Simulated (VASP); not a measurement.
BP, 2 atoms in the cell. Symmetry: F-43m, No. 216, cubic system. The conventional cell has a = 4.635 Å, b = 4.635 Å, c = 4.635 Å, α = 90.00°, β = 90.00°, γ = 90.00°. Around B (site symmetry -43m) lie 4 P at 2.01 Å. P (site symmetry -43m) is surrounded by 4 B at 2.01 Å.  The cell isn't the ideal one: a relaxed cell with its volume scaled by 1.06.

* Program: VASP 6.6.1
* Task: relaxation of the atoms
* Functional: PBE
* Potentials or basis: VASP PAW PBE potentials, release 64 (B, P)
* Cutoff: 600 eV
* k mesh: 10 × 10 × 10
* Occupations: gaussian, width 0.03 eV
* Spin: no spin polarisation
* Further INCAR settings: ALGO = Fast; EDIFF = 1e-07; IBRION = 2; EDIFFG = -0.01; NSW = 40

Potentials or basis: VASP PAW PBE potentials, release 64 (B, P).

The run is started by

```bash
$ cat potpaw_PBE.64/B/POTCAR potpaw_PBE.64/P/POTCAR > POTCAR
$ mpirun -np 1 vasp_std > vasp.out
```

Hardware: 1 thread of Intel(R) Xeon(R) 6975P-C (Granite Rapids), on a shared host.

Estimate the wall time of this run.

Run time: 6.9 s on 1 thread of Intel(R) Xeon(R) 6975P-C (Granite Rapids), with other jobs on the host, peak memory 0.14 GiB. Counts: scf iterations 15, k points 47, ion steps 1.
